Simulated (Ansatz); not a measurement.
The system is P.

```
CELL_PARAMETERS angstrom
1.64774 -5.46504 0.00000
1.64774 5.46504 0.00000
0.00000 0.00000 4.54364
ATOMIC_POSITIONS crystal
P 0.90414 0.09586 0.58882
P 0.09586 0.90414 0.41118
P 0.59586 0.40414 0.08882
P 0.40414 0.59586 0.91118
```

```yaml
Program: Ansatz 0.2.0
Task: relaxation of cell and atoms
Functional: BLYP
Dispersion: D4
Potentials_or_basis: Ansatz PAW
Cutoff: "420 eV (not typed: the program's choice for these potentials)"
k_mesh: 8 × 8 × 6
Occupations: fermi-dirac, width 0.05 eV
Spin: no spin polarisation
```

At the start: volume 20.46 Å³/atom.

**Question.** Where does the relaxation end?

**Answer.** It ends after 7 steps and the volume is 18.77 Å³/atom (-8.3 %); space group Cmce (No. 64, to 0.05 Å).

Step by step:
```csv
step,energy change (eV),largest force (eV/Å),volume (Å³)
1,0.0000,0.5044,81.83
2,-0.0840,0.1605,75.71
3,-0.0975,0.1422,74.75
4,-0.1007,0.0368,75.12
5,-0.1009,0.0044,75.03
6,-0.1009,0.0011,75.08
7,-0.1004,0.0009,75.08
```

Final structure:
```
P
1.0
     1.67104   -5.18357    0.00000
     1.67104    5.18357    0.00000
     0.00000    0.00000    4.33381
P
4
Cartesian
  1.6710 -4.1020 2.5059
  1.6710 4.1020 1.8279
  1.6710 -1.0816 0.3390
  1.6710 1.0816 3.9948
```

Caveat: the plane-wave basis is chosen anew once the cell has moved, so the energies of steps on either side of that aren't comparable; the PAW data sets come from PBE, with cores solved anew for the run's functional, which leaves a small shift of forces and pressure.
